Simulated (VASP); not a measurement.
# Al (Fm-3m) in VASP: a series of runs, part 2 of 2

VASP 6.6.1. The steps go on from the part before.

## 5. Single point, PBE (grid = ENCUT=650 dk=0.35 cell=3x3x3 ISMEAR=1 SIGMA=0.1 LREAL=Auto EDIFF=1e-06)

File INCAR:

```
SYSTEM = Al
PREC = Accurate ; ENCUT = 650
EDIFF = 1E-6 ; ISMEAR = 1
SIGMA = 0.1 ; LREAL = Auto
LASPH = .True. ; NELM = 120
ALGO = Fast ; ISIF = 2
LWAVE = .False. ; LCHARG = .False.
GGA = PE ; NBANDS = 68
```

File KPOINTS:

```
Automatic mesh
0
Gamma
  3 3 3
  0 0 0
```

File POSCAR:

```
Al
1.0
    0.0000000000      6.0744150000      6.0744150000
    6.0744150000      0.0000000000      6.0744150000
    6.0744150000      6.0744150000      0.0000000000
Al
27
Direct
    0.0000000000      0.0000000000      0.0000000000
    0.0000000000      0.0000000000      0.3333333333
    0.0000000000      0.0000000000      0.6666666667
    0.0000000000      0.3333333333      0.0000000000
    0.0000000000      0.3333333333      0.3333333333
    0.0000000000      0.3333333333      0.6666666667
    0.0000000000      0.6666666667      0.0000000000
    0.0000000000      0.6666666667      0.3333333333
    0.0000000000      0.6666666667      0.6666666667
    0.3333333333      0.0000000000      0.0000000000
    0.3333333333      0.0000000000      0.3333333333
    0.3333333333      0.0000000000      0.6666666667
    0.3333333333      0.3333333333      0.0000000000
    0.3333333333      0.3333333333      0.3333333333
    0.3333333333      0.3333333333      0.6666666667
    0.3333333333      0.6666666667      0.0000000000
    0.3333333333      0.6666666667      0.3333333333
    0.3333333333      0.6666666667      0.6666666667
    0.6666666667      0.0000000000      0.0000000000
    0.6666666667      0.0000000000      0.3333333333
    0.6666666667      0.0000000000      0.6666666667
    0.6666666667      0.3333333333      0.0000000000
    0.6666666667      0.3333333333      0.3333333333
    0.6666666667      0.3333333333      0.6666666667
    0.6666666667      0.6666666667      0.0000000000
    0.6666666667      0.6666666667      0.3333333333
    0.6666666667      0.6666666667      0.6666666667
```

Potentials or basis: VASP PAW PBE potentials, release 64 (Al).

Command:

```console
$ cat potpaw_PBE.64/Al/POTCAR > POTCAR
$ mpirun -np 1 vasp_std > vasp.out
```

OUTCAR:

```text
SYSTEM = Al
   PREC = Accurate
   ENCUT = 650
   EDIFF = 1E-6
   ISMEAR = 1
   LREAL = Auto
   LASPH = .True.
   NELM = 120
   ISIF = 2
   GGA = PE

 Found      4 irreducible k-points:

 Following reciprocal coordinates:
            Coordinates               Weight
  0.000000  0.000000  0.000000      1.000000
  0.333333  0.000000  0.000000      8.000000
  0.333333  0.333333  0.000000      6.000000
 -0.333333  0.333333  0.000000     12.000000
   k-points           NKPTS =      4   k-points in BZ     NKDIM =      4   number of bands    NBANDS=     68
   number of dos      NEDOS =    301   number of ions     NIONS =     27
   total plane-waves  NPLWV = 373248
   dimension x,y,z NGX =    72 NGY =   72 NGZ =   72
   dimension x,y,z NGXF=   144 NGYF=  144 NGZF=  144
   ions per type =              27
   NGX,Y,Z   is equivalent  to a cutoff of  13.93, 13.93, 13.93 a.u.
   NGXF,Y,Z  is equivalent  to a cutoff of  27.87, 27.87, 27.87 a.u.
 SYSTEM =  Al
   PREC   = accura    normal or accurate (medium, high low for compatibility)
   ISTART =      0    job   : 0-new  1-cont  2-samecut
   ICHARG =      2    charge: 1-file 2-atom 10-const
   ISPIN  =      1    spin polarized calculation?
   LNONCOLLINEAR =      F non collinear calculations
[... 64 lines left out ...]
      2      -0.1775      2.00000
      3      -0.1775      2.00000
      4      -0.1775      2.00000
      5      -0.1775      2.00000
      6      -0.1775      2.00000
[... 209 lines left out ...]
     51       9.7551     -0.00000
     52       9.7551     -0.00000
 [bands above 52 left out]

------------------------ aborting loop because EDIFF is reached ----------------------------------------

  FORCE on cell =-STRESS in cart. coord.  units (eV):
  Direction    XX          YY          ZZ          XY          YZ          ZX
  --------------------------------------------------------------------------------------
  -------------------------------------------------------------------------------------
  Total        0.0847948      0.0847948      0.0847948     -0.0000000      0.0000000     -0.0000000
  in kB        0.3030655      0.3030655      0.3030655     -0.0000000      0.0000000     -0.0000000
  external PRESSURE =       0.3030655 kB  Pullay stress =       0.0000000 kB

 VOLUME and BASIS-vectors are now :
 -----------------------------------------------------------------------------
  energy-cutoff  :      650.00
  volume of cell :      448.27
      direct lattice vectors                 reciprocal lattice vectors
     0.000000000  6.074415000  6.074415000    -0.082312453  0.082312453  0.082312453
     6.074415000  0.000000000  6.074415000     0.082312453 -0.082312453  0.082312453
     6.074415000  6.074415000  0.000000000     0.082312453  0.082312453 -0.082312453

 POSITION                                       TOTAL-FORCE (eV/Angst)
 -----------------------------------------------------------------------------------
      0.00000      0.00000      0.00000        -0.000000      0.000000      0.000000
      2.02480      2.02480      0.00000        -0.000000      0.000000      0.000000
      4.04961      4.04961      0.00000        -0.000000      0.000000     -0.000000
      2.02480      0.00000      2.02480         0.000000      0.000000     -0.000000
      4.04961      2.02480      2.02480         0.000000      0.000000      0.000000
      6.07442      4.04961      2.02480        -0.000000      0.000000     -0.000000
[... 19 lines left out ...]
      6.07442      6.07442      8.09922         0.000000     -0.000000     -0.000000
      8.09922      8.09922      8.09922        -0.000000      0.000000      0.000000
 -----------------------------------------------------------------------------------
    total drift:                                0.000000      0.000000     -0.000000

  FREE ENERGIE OF THE ION-ELECTRON SYSTEM (eV)
  ---------------------------------------------------
  free  energy   TOTEN  =      -100.3228671469 eV

  energy  without entropy=     -100.2896451284  energy(sigma->0) =     -100.31179314
```

OSZICAR:

```text
N       E                     dE             d eps       ncg     rms          rms(c)
DAV:   1     0.116489922447E+03    0.11649E+03   -0.32277E+04   544   0.115E+03
DAV:   2    -0.900584026525E+02   -0.20655E+03   -0.19271E+03   656   0.142E+02
DAV:   3    -0.100748684697E+03   -0.10690E+02   -0.10285E+02   664   0.253E+01
DAV:   4    -0.100912734007E+03   -0.16405E+00   -0.16312E+00   652   0.338E+00
DAV:   5    -0.100914626544E+03   -0.18925E-02   -0.18912E-02   632   0.422E-01    0.670E+00
RMM:   6    -0.100573429330E+03    0.34120E+00   -0.38917E-02   547   0.619E-01    0.394E+00
RMM:   7    -0.100324109514E+03    0.24932E+00   -0.10862E-01   575   0.100E+00    0.520E-01
RMM:   8    -0.100322855300E+03    0.12542E-02   -0.42297E-03   596   0.240E-01    0.548E-02
RMM:   9    -0.100322891424E+03   -0.36124E-04   -0.61028E-04   620   0.909E-02    0.658E-02
RMM:  10    -0.100322897129E+03   -0.57049E-05   -0.91016E-05   622   0.368E-02    0.230E-01
RMM:  11    -0.100322874877E+03    0.22251E-04   -0.26823E-05   624   0.170E-02    0.954E-02
RMM:  12    -0.100322867614E+03    0.72636E-05   -0.66222E-06   570   0.952E-03    0.208E-02
RMM:  13    -0.100322867147E+03    0.46675E-06   -0.17707E-06   398   0.456E-03
   1 F= -.10032287E+03 E0= -.10031179E+03  d E =-.332220E-01
```

stdout:

```text
POSCAR found type information on POSCAR Al
 POSCAR found :  1 types and      27 ions
 scaLAPACK will be used
 LDA part: xc-table for (Slater+PW92), standard interpolation
 POSCAR, INCAR and KPOINTS ok, starting setup
 FFT: planning ... GRIDC
 FFT: planning ... GRID_SOFT
 FFT: planning ... GRID
 WAVECAR not read
 entering main loop
```

It took 5.9 min on 1 thread of Intel Xeon Platinum 8488C (Sapphire Rapids), shared host; peak memory 0.74 GiB.

The run converged, but some of its settings lie outside the range that counts as converged, so its numbers aren't taken as properties of the crystal.

What came out:

- Free energy: -100.3229 eV
- Pressure: 0.0 GPa
- Band gap on the k mesh: none (metal or under the smearing width)

## 6. Single point, PBE (grid = ENCUT=400 dk=0.27 cell=4x4x4 ISMEAR=1 SIGMA=0.1 LREAL=Auto EDIFF=1e-06)

File INCAR:

```
  ALGO = Fast
  EDIFF = 1E-6
  ENCUT = 400
  GGA = PE
  ISIF = 2
  ISMEAR = 1
  KPAR = 2
  LASPH = True
  LCHARG = False
  LREAL = Auto
  LWAVE = False
  NBANDS = 160
  NCORE = 1
  NELM = 120
  PREC = Accurate
  SIGMA = 0.1
```

File KPOINTS:

```
k-points
0
Gamma
  3 3 3
```

File POSCAR:

```
Al
1.0
    0.0000000000      8.0992200000      8.0992200000
    8.0992200000      0.0000000000      8.0992200000
    8.0992200000      8.0992200000      0.0000000000
Al
64
Direct
    0.0000000000      0.0000000000      0.0000000000
    0.0000000000      0.0000000000      0.2500000000
    0.0000000000      0.0000000000      0.5000000000
    0.0000000000      0.0000000000      0.7500000000
    0.0000000000      0.2500000000      0.0000000000
    0.0000000000      0.2500000000      0.2500000000
    0.0000000000      0.2500000000      0.5000000000
    0.0000000000      0.2500000000      0.7500000000
    0.0000000000      0.5000000000      0.0000000000
    0.0000000000      0.5000000000      0.2500000000
    0.0000000000      0.5000000000      0.5000000000
    0.0000000000      0.5000000000      0.7500000000
    0.0000000000      0.7500000000      0.0000000000
    0.0000000000      0.7500000000      0.2500000000
    0.0000000000      0.7500000000      0.5000000000
    0.0000000000      0.7500000000      0.7500000000
    0.2500000000      0.0000000000      0.0000000000
    0.2500000000      0.0000000000      0.2500000000
    0.2500000000      0.0000000000      0.5000000000
    0.2500000000      0.0000000000      0.7500000000
    0.2500000000      0.2500000000      0.0000000000
    0.2500000000      0.2500000000      0.2500000000
    0.2500000000      0.2500000000      0.5000000000
    0.2500000000      0.2500000000      0.7500000000
    0.2500000000      0.5000000000      0.0000000000
    0.2500000000      0.5000000000      0.2500000000
    0.2500000000      0.5000000000      0.5000000000
    0.2500000000      0.5000000000      0.7500000000
    0.2500000000      0.7500000000      0.0000000000
    0.2500000000      0.7500000000      0.2500000000
    0.2500000000      0.7500000000      0.5000000000
    0.2500000000      0.7500000000      0.7500000000
    0.5000000000      0.0000000000      0.0000000000
    0.5000000000      0.0000000000      0.2500000000
    0.5000000000      0.0000000000      0.5000000000
    0.5000000000      0.0000000000      0.7500000000
    0.5000000000      0.2500000000      0.0000000000
    0.5000000000      0.2500000000      0.2500000000
    0.5000000000      0.2500000000      0.5000000000
    0.5000000000      0.2500000000      0.7500000000
    0.5000000000      0.5000000000      0.0000000000
    0.5000000000      0.5000000000      0.2500000000
    0.5000000000      0.5000000000      0.5000000000
    0.5000000000      0.5000000000      0.7500000000
    0.5000000000      0.7500000000      0.0000000000
    0.5000000000      0.7500000000      0.2500000000
    0.5000000000      0.7500000000      0.5000000000
    0.5000000000      0.7500000000      0.7500000000
    0.7500000000      0.0000000000      0.0000000000
    0.7500000000      0.0000000000      0.2500000000
    0.7500000000      0.0000000000      0.5000000000
    0.7500000000      0.0000000000      0.7500000000
    0.7500000000      0.2500000000      0.0000000000
    0.7500000000      0.2500000000      0.2500000000
    0.7500000000      0.2500000000      0.5000000000
    0.7500000000      0.2500000000      0.7500000000
    0.7500000000      0.5000000000      0.0000000000
    0.7500000000      0.5000000000      0.2500000000
    0.7500000000      0.5000000000      0.5000000000
    0.7500000000      0.5000000000      0.7500000000
    0.7500000000      0.7500000000      0.0000000000
    0.7500000000      0.7500000000      0.2500000000
    0.7500000000      0.7500000000      0.5000000000
    0.7500000000      0.7500000000      0.7500000000
```

Potentials or basis: VASP PAW PBE potentials, release 64 (Al).

Command:

```console
$ cat potpaw_PBE.64/Al/POTCAR > POTCAR
$ mpirun -np 4 vasp_std > vasp.out
```

Wall time 3.3 min (4 MPI ranks of Intel Xeon 6975P-C (Granite Rapids), shared host); peak memory 0.69 GiB.

The run converged, but some of its settings lie outside the range that counts as converged, so its numbers aren't taken as properties of the crystal.

What came out:

| Property | Result |
| --- | --- |
| Free energy | -240.2286 eV |
| Pressure | -0.3 GPa |
| Band gap on the k mesh | none (metal or under the smearing width) |

## 7. For comparison

An earlier run on the cell as given: functional PBE; potentials or basis VASP PAW PBE potentials, release 64 (Al); cutoff 520 eV; k mesh 11 × 11 × 11; occupations fermi-dirac, width 0.05 eV; no spin polarisation.

- Pressure: -0.5 GPa
- Band gap on the k mesh: none (metal or under the smearing width)
